Q: I have to model a GaP layer grown on silicon, and the first thing I need is the GaP cell. I was going to use PBE, as I do for most solids. Is there a reason to choose differently?

A: Compare what five functionals make of the same crystal. The volume change is counted from the given cell, whose edge is 5.45 Å and which is, as far as I recall, the measured cell at room temperature. The bulk modulus is the pressure needed per relative loss of volume, and its slope tells how fast that resistance grows under pressure.

GPAW 26.7.0, plane-wave PAW DFT for GaP (F-43m, 2-atom cell) without spin polarisation, spin-orbit coupling or dispersion correction; 600 eV cutoff, 8 × 8 × 8 k mesh, Fermi-Dirac smearing of 0.05 eV, PAW data sets made for each functional. The values come from a fit to energies at seven volumes, 0.94 to 1.06 times the given cell (20.24 Å³/atom).

| functional | equilibrium volume (Å³/atom) | equilibrium volume change (% of the given cell) | bulk modulus (GPa) | bulk modulus slope |
| --- | --- | --- | --- | --- |
| LDA | 20.074 | -0.820 | 92.30 | 4.620 |
| PBE | 21.305 | 5.260 | 79.20 | 4.560 |
| PBEsol | 20.592 | 1.740 | 87.20 | 4.570 |
| PW91 | 21.240 | 4.940 | 79.60 | 4.580 |
| SOGGA | 20.560 | 1.580 | 87.60 | 4.570 |

Q: PBE makes the volume about 5% too large. Does that matter for a film?

A: It matters a great deal, because the misfit you want to describe is smaller than the error. In a cubic crystal the edge changes by about a third as much as the volume, so the PBE edge in these runs is 1.7% too long. The real GaP edge exceeds that of silicon by only about 0.4%, a roughly recalled value. If you lay a PBE layer on silicon with its measured edge, you get a misfit of about 2%, five times the real one, and you would expect the film to relax far too early.

Q: Then I take LDA, which is closest to the given cell?

A: LDA is closest, but its edge is 0.3% too short, and that would remove most of the real misfit. PBEsol errs the other way: its edge is 0.6% too long, which more than doubles the misfit. For this purpose a GaP edge from any of these functionals should not be set against a measured silicon edge. Use measured edges for both crystals, or compute both with one functional so that the common part of the error drops out. How much drops out is something you would have to test, since silicon isn't in the table.

Q: Why does PBE want a larger crystal in the first place?

A: LDA treats each point as if it sat in a uniform electron gas of the local density. PBE also looks at how steeply the density varies, and its exchange energy becomes lower where the variation is strong compared with the density itself. When the atoms move apart, the density between them thins out and such regions gain weight. The gradient term therefore rewards expansion, and an energy that falls with volume is an outward pressure. The gradient term in correlation works against this, but exchange wins.

Q: Can I see that pressure, or is it only a way of speaking?

A: The pressure was computed; its origin in the gradient term is the argument from theory. Hold both functionals at the given cell. The LDA crystal is then under a slight tension of 0.8 GPa, while the PBE crystal pushes outward with 4.5 GPa. The difference, 5.3 GPa, is what the change of functional adds, and the crystal expands until its own stiffness balances it.

Q: And PBEsol adds less?

A: It adds 2.3 GPa over LDA, a little less than half of what PBE adds. That fits its construction: the coefficient of the gradient term in exchange is a little more than half that of PBE, chosen to suit the slowly varying densities of solids. SOGGA uses the same small coefficient for weak gradients and lands next to PBEsol. PW91 lands next to PBE, which was built to behave much like it. I would not choose within either pair on these numbers.

Q: So for a neighbouring compound I could guess the order?

A: The order, yes, as long as it is an ordinary semiconductor held together by similar bonds. LDA should give the smallest cell, PBEsol a larger one and PBE the largest. The size of the step depends on two things, the extra pressure and the stiffness that resists it. For the same extra pressure, a softer crystal expands more.

Q: The bulk modulus falls from 92 GPa with LDA to 79 GPa with PBE. I read that as PBE making the bonds weaker. Is that right?

A: It is the natural reading, but the two values belong to crystals of different size. Each modulus is taken at that functional's own minimum, and the PBE minimum lies at a larger volume. Any crystal of this kind softens when it is stretched. Before you blame the functional, you have to ask how soft LDA would be if it were stretched to the same size.

Q: How do I work that out?

A: Write B for the bulk modulus, V for the volume and P for the pressure. By definition B = −V dP/dV. Now assume that the slope B′ = dB/dP stays constant over the range. Then dB = B′ dP, and since dP = −B dV/V, you get dB/B = −B′ dV/V. Integrating from the minimum, where the values are B₀ and V₀, gives

B(V) = B₀ (V₀/V)^B′.

Put in the LDA row and the PBE volume: 92.3 GPa × (20.074/21.305)^4.62 = 70 GPa. Only LDA's own values enter, apart from the volume at which you ask the question.

Q: So LDA at the PBE volume would be softer than PBE?

A: Yes, by about 9 GPa. Stretching alone would cost 22 GPa, and the change of functional gives 9 GPa back, which leaves the drop of 13 GPa that you saw in the table. The same holds for the other three gradient-corrected functionals: each is stiffer than LDA carried to its volume. If you had used the formula to predict the PBE modulus, it would have been more than a tenth too low, because it knows only about the stretching.

Q: Do you trust a constant slope that far from the minimum?

A: It can be checked, because both functionals were also run at these larger volumes. Between 21.05 and 21.45 Å³ per atom the pressure falls by 1.34 GPa with LDA and by 1.52 GPa with PBE. Multiply each by the mean volume and divide by the volume step, and you get about 70 and 80 GPa. So the formula holds well for LDA, and PBE really is the stiffer of the two at equal volume. The check is also welcome for PBE itself, which has only one computed volume beyond its minimum.

Q: But why should a functional that pushes the atoms apart make the crystal stiffer?

A: Because the push fades as the crystal grows. Going from 19.84 to 20.65 Å³ per atom, the extra pressure of PBE over LDA drops from 5.5 to 5.1 GPa. When you compress the crystal, you work against a push that becomes stronger, and that counts as added stiffness. At large distance the push has to vanish, because the atoms no longer notice each other and the gradient term stops changing with volume. That it already fades near the minimum is what the runs show.

Q: Then the order of the bulk moduli depends on where I compare them?

A: It reverses completely. At their own minima LDA is the stiffest of the five and PBE the softest. At the given cell LDA is the softest with 89 GPa and PBE the stiffest with 100 GPa. A bulk modulus quoted without its volume therefore tells you little about the functional.

Q: Which of the two do I want for the stress in my film?

A: You want the stiffness of the real crystal, so start from a functional whose relaxed cell is close to the real one. The measured bulk modulus is roughly 90 GPa, as I recall it. LDA, PBEsol and SOGGA come within a few per cent of that at their minima, while PBE and PW91 are about a tenth too soft. For a film clamped to a substrate you also need the resistance to shear, which these runs don't give.

Q: Could I keep PBE and simply fix the cell at the measured size?

A: You can, but then you are working with a compressed crystal. The PBE pressure of 4.5 GPa stays in the cell, and the energy lies 14 meV per atom above the PBE minimum. With PBEsol the same shortcut costs less than 2 meV per atom. If you then relax a surface or an interface, the atoms that are free to move will use the chance to expand, and part of the relaxation you see will come from the functional.

Q: I also need the band gap, for the light the layer absorbs. Does the better cell help there?

A: It helps, but not nearly enough. With PBE the gap is about 1.7 eV at the given cell and 1.4 eV at the largest volume, just beyond the PBE minimum. It hardly changes at first and then falls steeply, as you would expect if another conduction state becomes the lowest. A cell that is too large may therefore change the kind of gap as well as its size. Yet even at the given cell the five functionals give only 1.5 to 1.7 eV, while the measured gap is roughly 2.3 eV, again as I recall it. That measured gap is indirect, so strong absorption is expected only at a higher energy. The computed gaps are read off a finite mesh of k points, which can miss the true band edges, so the proper gap of each functional may be smaller still. The error belongs to the whole class: in exact theory the exchange-correlation potential jumps when an electron is added, and the gap between these orbital energies leaves that jump out. The usual remedy is a hybrid functional or a quasiparticle method, at a much higher price.

Q: And among these five, does the better choice cost more?

A: Hardly. All of them need only the density at each point, and all but LDA also its gradient, so the work is of the same order. What multiplies the bill is relaxing the cell, here seven volumes instead of one. For a cell of two atoms that is a small price, and it is better spent than saved.

Q: So PBEsol or LDA for the structure. Which one?

A: That is the question the table leaves open. These are static crystals, without zero-point motion or heat, and together these would lengthen the edge by perhaps two or three tenths of a per cent. That would bring LDA almost onto the measured edge and take PBEsol further from it. Yet the two edges differ by less than 1%, and the atomic data sets, made anew for each functional, have not been tested here to that accuracy. An error in the gallium data could shift both cells and change which one looks better. I would expect something of the kind, because well-tested calculations on such semiconductors usually put LDA clearly below the measured edge and PBEsol close to it. So I would start with PBEsol. An all-electron calculation of the same cell with both functionals would show whether LDA's lead is real.
